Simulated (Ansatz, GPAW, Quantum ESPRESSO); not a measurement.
# Simulated XPS, UPS and emission spectra of NaH, part 6 of 8

What would valence photoemission of NaH look like, and what sets its shape?

Ansatz 0.2.0, Quantum ESPRESSO 7.5 and GPAW 26.7.0; DFT, LDA, plane-wave PAW, default files, scalar-relativistic (the session's first sound run).

So far. Step 4 (Quantum ESPRESSO: self-consistent run): At this level the gap is 3.37 eV on the k-mesh of the self-consistent run, which can miss the band edges. Step 7 (Quantum ESPRESSO: bands): On this path the gap is indirect, 3.36 eV, with the valence top at W and the conduction bottom at L. The least direct gap is 4.26 eV.

## (8) The same cell in GPAW

This step: DFT, LDA, PAW datasets of GPAW, plane waves, scalar-relativistic (GPAW 26.7.0).

GPAW, with its own PAW datasets and plane waves, is a further check on the main run's cell.

run.py reads:

```python
import json
import numpy as np
from ase import Atoms
from ase.parallel import paropen
from gpaw import GPAW, PW, FermiDirac, Mixer, MixerDif, setup_paths

atoms = Atoms(['Na', 'H'],
              cell=[[0.0, 2.44, 2.44], [2.44, 0.0, 2.44], [2.44, 2.44, 0.0]],
              scaled_positions=[[0.0, 0.0, 0.0], [0.5, 0.5, 0.5]],
              pbc=(True, True, True))
params = dict(mode=PW(500),
              xc='LDA',
              kpts={'size': (14, 14, 14), 'gamma': True},
              occupations=FermiDirac(0.05),
              nbands=-8,
              maxiter=200,
              txt='gs.txt')
atoms.calc = calc = GPAW(**params)
atoms.get_potential_energy()
ef = calc.get_fermi_level()
nk, ns = len(calc.get_ibz_k_points()), calc.get_number_of_spins()
out = dict(free=atoms.get_potential_energy(force_consistent=True), ef=ef, nel=calc.get_number_of_electrons(), cell=atoms.cell[:], frac=atoms.get_scaled_positions(wrap=False),
           eig=[[calc.get_eigenvalues(k, s) for k in range(nk)] for s in range(ns)], forces=atoms.get_forces(apply_constraint=False))
dense = calc.fixed_density(kpts={'size': (20, 20, 20), 'gamma': True}, txt='dos.txt')
out['eig_dense'] = [[dense.get_eigenvalues(k, s) for k in range(len(dense.get_ibz_k_points()))] for s in range(ns)]
dos = dense.dos(shift_fermi_level=False)
e = ef + np.arange(-30, 12, 0.05)
out['e'], out['dos'] = e - ef, dos.raw_dos(e, width=0.1)
kpts = [[0.0, 0.0, 0.0], [0.033333, 0.0, 0.033333], [0.066667, 0.0, 0.066667], [0.1, 0.0, 0.1], ..., [0.5, 0.0, 0.5]]  # list cut here
bands = calc.fixed_density(kpts=kpts, symmetry='off', txt='bands.txt', convergence={'bands': -2})
out['band_e'] = [[bands.get_eigenvalues(k, s) for k in range(len(kpts))] for s in range(ns)]
with paropen('out.json', 'w') as f:
    json.dump(out, f, default=lambda a: a.tolist())
```

On the command line:

```sh
OMP_NUM_THREADS=1 mpirun -n 4 gpaw python run.py > run.log
```

Numbers of over 12 decimals in the logs are rounded to 6 here.

What it wrote:

```text
__  _  _
 | _ |_)|_||  |
 |__||  | ||/\| - 26.7.0

units:  Angstrom and eV
cores:  4
OpenMP: True

Versions:

Paths:

Git-hashes:

OMP_NUM_THREADS: 1

Environment variables:
  GPAW_CPUPY:          False
  GPAW_DEBUG:          False
  GPAW_MPI_BACKEND:    cgpaw
  GPAW_MPI_OPTIONS:    None
  GPAW_NO_C_EXTENSION: False
  GPAW_NO_GPU_MPI:     False
  GPAW_TRACE:          False
  GPAW_USE_GPUS:       False

Input parameters:
  mode=PW(ecut=500.0),
  kpts=MonkhorstPack(size=(14, 14, 14), gamma=True),
  maxiter=200,
  nbands=-8,
  occupations=Occupations(name='fermi-dirac', width=0.05, fixmagmom=False),
  xc=XC(name='LDA')

Diagonalizing LCAO Hamiltonian
Converting LCAO to pw mode

               H

       Na

Atoms  # Å, Bohr magnetons
|   | symbol |        x |        y |        z |    initial magnetic moments |
|---|--------|----------|----------|----------|-----------------------------|
| 0 |     Na | 0.000000 | 0.000000 | 0.000000 | ( 0.0000,  0.0000,  0.0000) |
| 1 |      H | 2.440000 | 2.440000 | 2.440000 | ( 0.0000,  0.0000,  0.0000) |

Unit cell  # Å
| periodic |        x |        y |        z |  lengths |    angles |
|----------|----------|----------|----------|----------|-----------|
|      yes | 0.000000 | 2.440000 | 2.440000 | 3.450681 | 60.000000 |
|      yes | 2.440000 | 0.000000 | 2.440000 | 3.450681 | 60.000000 |
|      yes | 2.440000 | 2.440000 | 0.000000 | 3.450681 | 60.000000 |

Number of symmetries: 48
Symmetry operations  # r_c * U_cc + t_c -> r_c
|    | kind |            matrix            |
|----|------|------------------------------|
|  0 |  σ   |  1, 0, 0,  1, 0,-1,  1,-1, 0 |
|  1 |  C2  |  1, 0, 0,  1,-1, 0,  1, 0,-1 |
|  2 |  E   |  1, 0, 0,  0, 1, 0,  0, 0, 1 |
|  3 |  σ   |  1, 0, 0,  0, 0, 1,  0, 1, 0 |
|  4 |  C4  |  1, 0,-1,  1, 0, 0,  1,-1, 0 |
|  5 |  S6  |  1, 0,-1,  1,-1, 0,  1, 0, 0 |
|  6 |  σ   |  1, 0,-1,  0, 1,-1,  0, 0,-1 |
|  7 |  C3  |  1, 0,-1,  0, 0,-1,  0, 1,-1 |
|  8 |  S6  |  1,-1, 0,  1, 0, 0,  1, 0,-1 |
|  9 |  C4  |  1,-1, 0,  1, 0,-1,  1, 0, 0 |
| 10 |  C3  |  1,-1, 0,  0,-1, 1,  0,-1, 0 |
| 11 |  σ   |  1,-1, 0,  0,-1, 0,  0,-1, 1 |
| 12 |  σ   |  0, 1, 0,  1, 0, 0,  0, 0, 1 |
| 13 |  C4  |  0, 1, 0,  0, 1,-1, -1, 1, 0 |
| 14 |  C3  |  0, 1, 0,  0, 0, 1,  1, 0, 0 |
| 15 |  S6  |  0, 1, 0, -1, 1, 0,  0, 1,-1 |
| 16 |  C2  |  0, 1,-1,  1, 0,-1,  0, 0,-1 |
| 17 |  σ   |  0, 1,-1,  0, 1, 0, -1, 1, 0 |
| 18 |  S4  |  0, 1,-1,  0, 0,-1,  1, 0,-1 |
| 19 |  C4  |  0, 1,-1, -1, 1, 0,  0, 1, 0 |
| 20 |  C3  |  0, 0, 1,  1, 0, 0,  0, 1, 0 |
| 21 |  σ   |  0, 0, 1,  0, 1, 0,  1, 0, 0 |
| 22 |  S6  |  0, 0, 1,  0,-1, 1, -1, 0, 1 |
| 23 |  C4  |  0, 0, 1, -1, 0, 1,  0,-1, 1 |
| 24 |  S4  |  0, 0,-1,  1, 0,-1,  0, 1,-1 |
| 25 |  C3  |  0, 0,-1,  0, 1,-1,  1, 0,-1 |
| 26 |  C2  |  0, 0,-1,  0,-1, 0, -1, 0, 0 |
| 27 |  S6  |  0, 0,-1, -1, 0, 0,  0,-1, 0 |
| 28 |  S4  |  0,-1, 1,  1,-1, 0,  0,-1, 0 |
| 29 |  C4  |  0,-1, 1,  0, 0, 1, -1, 0, 1 |
| 30 |  C2  |  0,-1, 1,  0,-1, 0,  1,-1, 0 |
| 31 |  σ   |  0,-1, 1, -1, 0, 1,  0, 0, 1 |
| 32 |  C3  |  0,-1, 0,  1,-1, 0,  0,-1, 1 |
| 33 |  S6  |  0,-1, 0,  0, 0,-1, -1, 0, 0 |
| 34 |  S4  |  0,-1, 0,  0,-1, 1,  1,-1, 0 |
| 35 |  C2  |  0,-1, 0, -1, 0, 0,  0, 0,-1 |
| 36 |  C2  | -1, 1, 0,  0, 1, 0,  0, 1,-1 |
| 37 |  S6  | -1, 1, 0,  0, 1,-1,  0, 1, 0 |
| 38 |  S4  | -1, 1, 0, -1, 0, 1, -1, 0, 0 |
| 39 |  C3  | -1, 1, 0, -1, 0, 0, -1, 0, 1 |
| 40 |  S6  | -1, 0, 1,  0, 0, 1,  0,-1, 1 |
| 41 |  C2  | -1, 0, 1,  0,-1, 1,  0, 0, 1 |
| 42 |  C3  | -1, 0, 1, -1, 1, 0, -1, 0, 0 |
| 43 |  S4  | -1, 0, 1, -1, 0, 0, -1, 1, 0 |
| 44 |  C2  | -1, 0, 0,  0, 0,-1,  0,-1, 0 |
| 45 |  i   | -1, 0, 0,  0,-1, 0,  0, 0,-1 |
| 46 |  σ   | -1, 0, 0, -1, 1, 0, -1, 0, 1 |
| 47 |  C2  | -1, 0, 0, -1, 0, 1, -1, 1, 0 |

BZ-sampling:
  Number of BZ points: 2744
  Number of IBZ points: 104

  Monkhorst-Pack size: [14, 14, 14]
  Monkhorst-Pack shift: [0.035714, 0.035714, 0.035714]

K-points  # in reciprocal-cell coordinates
|     |                                coordinates |     weight |
|-----|--------------------------------------------|------------|
|   0 | (  0.00000000,   0.00000000,   0.00000000) | 0.00036443 |
|   1 | (  0.07142857,   0.07142857,   0.00000000) | 0.00218659 |
|   2 | (  0.07142857,   0.07142857,   0.07142857) | 0.00291545 |
|   3 | (  0.14285714,   0.07142857,   0.07142857) | 0.00437318 |
|   4 | (  0.14285714,   0.14285714,   0.00000000) | 0.00218659 |
|   5 | (  0.14285714,   0.14285714,   0.07142857) | 0.00874636 |
|   6 | (  0.14285714,   0.14285714,   0.14285714) | 0.00291545 |
|   7 | (  0.21428571,   0.14285714,   0.07142857) | 0.00874636 |
|   8 | (  0.21428571,   0.14285714,   0.14285714) | 0.00874636 |
|   9 | (  0.21428571,   0.21428571,   0.00000000) | 0.00218659 |
| ... |                                            |            |
| 103 | (  0.50000000,   0.50000000,   0.50000000) | 0.00145773 |

Plane wave coefficients: 754
Cutoff: 500.0 eV

Spin-components: 1 (collinear spins)
Bands:           12
Projectors:      8
Spin-degeneracy: 2
Datatype:        complex128

  Storage: CPU
  Wave functions: 14_476_800 bytes (3_619_200 per core)
  Projectors: 22_921_600 bytes (5_730_400 per core)

Parallelization:
  kpt:    4
  domain: 1
  band:   1

Density:
  Valence electrons: 8.0
  Components: 1
  Grid points: [18 18 18]
  Charge: 0.0  # |e|

Potential:
  Grid points: [18 18 18]

species:
  Na:
    name:    Sodium
    Z:       11.0
    valence: 7
    core:    4
    charge:  0.0  # [|e|]
    file:    Na.LDA.gz
    compensation charges:
      type: gauss
      rc: 0.37  # [Å]
      lmax: 2
    cutoffs:
      filter: 2.17  # [Å]
      core: 2.59  # [Å]
    projectors
    | kind |    occ | energy [eV] | rcut [Å] |
    |------|--------|-------------|----------|
    |   3s |  1.000 |      -2.819 |    1.201 |
    |   2p |  6.000 |     -28.826 |    1.217 |
    |   3p |  0.000 |      -0.774 |    1.217 |
    |    s |        |      24.392 |    1.201 |
    |    d |        |       0.000 |    1.238 |

    Using partial waves for Na as LCAO basis

  H:
    name:    Hydrogen
    Z:       1.0
    valence: 1
    core:    0
    charge:  0.0  # [|e|]
    file:    H.LDA.gz
    compensation charges:
      type: gauss
      rc: 0.15  # [Å]
      lmax: 2
    cutoffs:
      filter: 0.85  # [Å]
      core: 0.53  # [Å]
    projectors
    | kind |    occ | energy [eV] | rcut [Å] |
    |------|--------|-------------|----------|
    |   1s |  1.000 |      -6.353 |    0.476 |
    |    s |        |      20.858 |    0.476 |
    |    p |        |       0.000 |    0.476 |

    Using partial waves for H as LCAO basis

Reference energy: -4410.837503  # eV

eigensolver:
  PPCG
  Converge bands: occupied
  niter=2

density mixing:
  MSR1-Mixer
  Pratt-step length: 0.05
  Maximum mixing coefficient: 0.75
  Old densities: 10
  SVD Regularization: 0.005
  Good broyden scale: 1.0
  Trust region scale: 1.0
  Backstep threshold: 4.0
  History deletion threshold: 6.0
  Fourier metric: weight=20.0, sigma=0.015

occupation numbers:
  Fermi-Dirac:
    width: 0.0500  # eV

poisson solver:
  ecut: 4000.0  # eV

xc functional:
  name: None

Initialization done in: 1.765 s

convergence criteria:
- Maximum [total energy] change in last 3 cyles: 0.0005 eV / valence electron
- Maximum integral of absolute [dens]ity change: 0.0001 electrons / valence electron
- Maximum integral of absolute [eigenst]ate change: 4e-08 eV^2 / valence electron
maximum number of iterations: 200

SCF iterations
|iter     |     time |      energy | eigst |  dens |
|---------|----------|-------------|-------|-------|
|iter:   1|       0s |   -5.754086 | -0.61 |       |
|iter:   2|       0s |   -5.699683 | -3.62 | -1.01 |
|iter:   3|       0s |   -5.391476 | -2.83 | -1.04 |
|iter:   4|       1s |   -5.387328 | -4.21 | -1.76 |
|iter:   5|       1s |   -5.387510 | -5.08 | -2.26 |
|iter:   6|       2s |   -5.387508c| -7.01 | -3.39 |
|iter:   7|       2s |   -5.387508c| -8.98c| -4.31c|

Converged in 7 steps
SCF loop duration: 2.633 s (0.376 s/step)
Energy contributions relative to reference atoms: (reference = -4410.837503)

Energy contributions:
  Kinetic:           4.169414
  Coulomb:          -4.449639
  Zero:             -0.043113
  External:          0.000000
  Xc:               -5.064169
  Entropy:          -0.000000
  Spinorbit:         0.000000
  ----------------------------
  Free energy:      -5.387508
  Extrapolated:     -5.387508

dipole moment: (-4.597724, -4.597724, -4.597724)  # |e|*Ang

Fermi level: -0.140
Eigenvalues  # (at kpt = [0.000, 0.000, 0.000])
| band index |      eig [eV] | occ [0-2] |
|------------|---------------|-----------|
|          0 |       -23.589 |     2.000 |
|          1 |       -23.589 |     2.000 |
|          2 |       -23.589 |     2.000 |
|          3 |        -5.045 |     2.000 |
|          4 |         8.788 |     0.000 |
|          5 |        13.644 |     0.000 |
|          6 |        13.644 |     0.000 |
|          7 |        13.644 |     0.000 |
|          8 |        14.596 |     0.000 |
|          9 |        14.596 |     0.000 |
|         10 |        14.596 |     0.000 |
|         11 |        15.528 |     0.000 |

Gap: 3.375 eV
Transition (v -> c):
  (s=0, k=73, n=3, [0.50, 0.29, -0.21]) -> (s=0, k=103, n=4, [0.50, 0.50, 0.50])
Direct/indirect transitions are different
Direct gap: 4.262 eV
Transition at: (s=0, k=103, n=3, [0.50, 0.50, 0.50])

Forces  # eV/Ang
|        x |        y |       z |
|----------|----------|---------|
|  0.00000 | -0.00000 | 0.00000 |  # Na   0
| -0.00000 |  0.00000 | 0.00000 |  # H    1

Force computation time: 0.025  # s

timing:  # [seconds]
  Total:  12.683  # ━━━━━━━━━━━━━━━━━━━━━━━━━━━━━━━━━━━━━━━━━━━━━━━━━━━━━━━━━
  Init:    1.365  # ━━━━━━
  SCF:     2.633  # ━━━━━━━━━━━━
  Forces:  0.025  #

Max RSS: 211.461  # MiB
```

Wall time 15 s (4 MPI ranks of Intel Xeon Platinum 8488C (Sapphire Rapids), shared host).

Numbers from this step:

| Quantity | Value |
| --- | --- |
| free energy | -5.388 eV |
| Fermi energy | -0.1397 eV |
| gap on the path | 3.365 eV |
| least direct gap on the path | 4.262 eV |
| valence top on path | 0 eV |
| gap from the DOS mesh | 3.365 eV |

Electronic bands along the path, in eV, zero at the valence-band maximum; v1 is the highest filled band, c1 the lowest empty one:

```tsv
point	v1	c1	c2
Γ	-3.70	10.13	14.99
0.53 of the way	-2.19	6.91	10.92
X	-0.19	4.25	9.57
0.47 of the way	-0.14	4.39	7.79
U	-0.12	4.93	5.91
jump to K	-0.12	4.93	5.91
0.53 of the way	-2.38	6.93	8.95
Γ	-3.70	10.13	14.99
0.47 of the way	-2.80	7.22	11.21
L	-0.90	3.37	10.39
0.47 of the way	-0.56	4.04	7.64
W	0.00	5.62	5.62
0.47 of the way	-0.09	4.63	7.22
X	-0.19	4.25	9.57
```

The electronic bands as a text plot (rows in eV, shown from -3.7 to 5.5 only):

```
    5.3 |         +       ++++                +          + +
    4.9 |                +                              +   +
    4.5 |          ++  ++                              +     +++
    4.1 |            ++                        +      +         +
    3.7 |                                       +   ++
    3.4 |                                        +++
    3.0 |
    2.6 |
    2.2 |
    1.8 |
    1.5 |
    1.1 |
    0.7 |
    0.3 |
   -0.1 |           *******                             *********
   -0.5 |          *       **                        ***
   -0.8 |                    *                   ****
   -1.2 |         *           *                **
   -1.6 |        *             *
   -2.0 |       *               *             *
   -2.4 |     **                             *
   -2.7 |                        *          *
   -3.1 |   **                    **      **
   -3.5 |***                        ******
         Γ           X  U|K            Γ         L        W     X
```

The DOS has structure finer than the step of the table below, so its rows give means over 1 eV, whole bins alone (the curve runs from -23.6 to 7.9 eV). Peaks (eV: height): -22.3: 31.4.

The DOS by E, zero at the valence-band maximum; means over each step:

E (eV), DOS (states/eV/cell) and a bar:
```
      -23        0.0 
      -22        6.0 ##############################
      -21        0.0 
      -20        0.0 
      -19        0.0 
      -18        0.0 
      -17        0.0 
      -16        0.0 
      -15        0.0 
      -14        0.0 
      -13        0.0 
      -12        0.0 
      -11        0.0 
      -10        0.0 
       -9        0.0 
       -8        0.0 
       -7        0.0 
       -6        0.0 
       -5        0.0 
       -4        0.0 
       -3        0.2 #
       -2        0.4 ##
       -1        0.8 ####
        0        0.6 ###
        1        0.0 
        2        0.0 
        3        0.0 
        4        0.4 ##
        5        1.0 #####
        6        0.6 ###
        7        0.6 ###
```

(Part 6 of 8 ends here.)

[Logs are printed without paths, hosts, clocks, repeated set-up lines and the standing remarks that a program may print on its own settings, such as how far it seeks lower states.]

[Hosts, paths, dates, database ids (printed as entryN), source tags and the programs' standing remarks are cut or masked in the printed files.]

[Maps of the electrostatic potential energy from Ansatz leave out the sawtooth potential of an applied field or a dipole correction, so their vacuum need not be flat; work functions include it.]

[Peak lists hold at most the 14 tallest peaks of each spectrum; further lines can be left out.]
